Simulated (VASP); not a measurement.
Write the native input for VASP 6.6.1 that does the following.

```yaml
Task: single point
Functional: PBE
Potentials_or_basis: VASP PAW PBE potentials, release 64 (K_sv, Ta_pv, O)
Cutoff: 520 eV
k_mesh: 2 × 2 × 2, shifted
Occupations: gaussian, width 0.01 eV
Spin: no spin polarisation
Dipole_correction: no
Further_INCAR_settings: LREAL = Auto; ALGO = Fast; EDIFF = 1e-06; NBANDS = 92
```

The structure of KTaO3 lies in POSCAR:

```
KTaO3
1.0
   -4.0243806734      4.0243806734      4.0243806734
    4.0243806734     -4.0243806734      4.0243806734
    4.0243806734      4.0243806734     -4.0243806734
K Ta O
4 4 12
Direct
    0.5000000000      0.5000000000      0.5000000000
    0.0000000000      0.0000000000      0.5000000000
    0.0000000000      0.5000000000      0.0000000000
    0.5000000000      0.0000000000      0.0000000000
    0.5000000000      0.0000000000      0.5000000000
    0.0000000000      0.5000000000      0.5000000000
    0.0000000000      0.0000000000      0.0000000000
    0.5000000000      0.5000000000      0.0000000000
    0.0000000000      0.7500000000      0.7500000000
    0.5000000000      0.2500000000      0.7500000000
    0.5000000000      0.7500000000      0.2500000000
    0.0000000000      0.2500000000      0.2500000000
    0.7500000000      0.5000000000      0.2500000000
    0.2500000000      0.0000000000      0.2500000000
    0.2500000000      0.5000000000      0.7500000000
    0.7500000000      0.0000000000      0.7500000000
    0.7500000000      0.2500000000      0.5000000000
    0.2500000000      0.7500000000      0.5000000000
    0.2500000000      0.2500000000      0.0000000000
    0.7500000000      0.7500000000      0.0000000000
```

The cell isn't the ideal one: the perfect crystal in a cell of 20 atoms.

The input as run:

INCAR

```
SYSTEM = KTaO3
  PREC = Accurate
  ENCUT = 520
  EDIFF = 1E-6
  ISMEAR = 0
  SIGMA = 0.01
  LREAL = Auto
  LASPH = .True.
  NELM = 100
  ALGO = Fast
  ISIF = 2
  LWAVE = .False.
  LCHARG = .False.
  GGA = PE
  NBANDS = 92
```

KPOINTS

```
Automatic mesh
0
Gamma
  2 2 2
  0.5 0.5 0.5
```

Potentials or basis: VASP PAW PBE potentials, release 64 (K_sv, Ta_pv, O).

The run is started by

```console
$ cat potpaw_PBE.64/K_sv/POTCAR potpaw_PBE.64/Ta_pv/POTCAR potpaw_PBE.64/O/POTCAR > POTCAR
$ mpirun -np 1 vasp_std > vasp.out
```

Results of the run:

The pressure is 0.7 GPa. The band gap on the k mesh is 2.19 eV.

Caveat: the k mesh is coarse (spacing up to 0.55 Å⁻¹), so the values aren't converged; spin-orbit coupling is left out, which moves the levels of the heavy elements.

Wall time 3.2 min on 1 thread of Intel(R) Xeon(R) Platinum 8488C (Sapphire Rapids), with other jobs on the host, peak memory 0.4 GiB.
